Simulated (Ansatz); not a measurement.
Defect calculation, host TiC

The calculation used DFT PBE, scalar-relativistic, plane waves, PAW in Ansatz. Run with 420 eV cutoff, 8×8×8 k-mesh, Gaussian smearing of 0.10 eV, no spin polarisation.

Host crystal, relaxed:

```
Ti C
1.0
     0.00000    2.16639    2.16639
     2.16639    0.00000    2.16639
     2.16639    2.16639    0.00000
Ti C
1 1
Direct
  0.00000 0.00000 0.00000
  0.50000 0.50000 0.50000
```

Supercell of 16 atoms, rows in host cell vectors: 0 -2 2; 0 0 2; -2 0 2. Atoms relax at the host's cell, keeping the symmetry that the supercell leaves at the site. The cell is small, so energies carry finite-size errors of tenths of an eV. The host is a metal. Atoms are taken from and returned to the elements' standard states.

The defect is an interstitial at (0.250, 0.250, 0.250) of the host cell.

| charge | E_f at the valence band top (eV) | moment (μB) | largest move (Å) | atoms near the site |
| --- | --- | --- | --- | --- |
| 0 | 4.98 | 0.00 | 0.15 | 4 C at 1.76 Å, 4 Ti at 2.03 Å |

Question: Which element is it? Judge by the nearest distance in charge 0 and covalent radii.
A. Pb
B. Na
C. K
D. C
E. Cs

Answer: D. The nearest neighbour is C at 1.76 Å, and the summed covalent radii with C are 1.52 Å for C, 3.20 Å for Cs, 2.79 Å for K, 2.42 Å for Na, 2.22 Å for Pb, so C fits best. Bonds can miss such sums by a tenth of an ångström or more.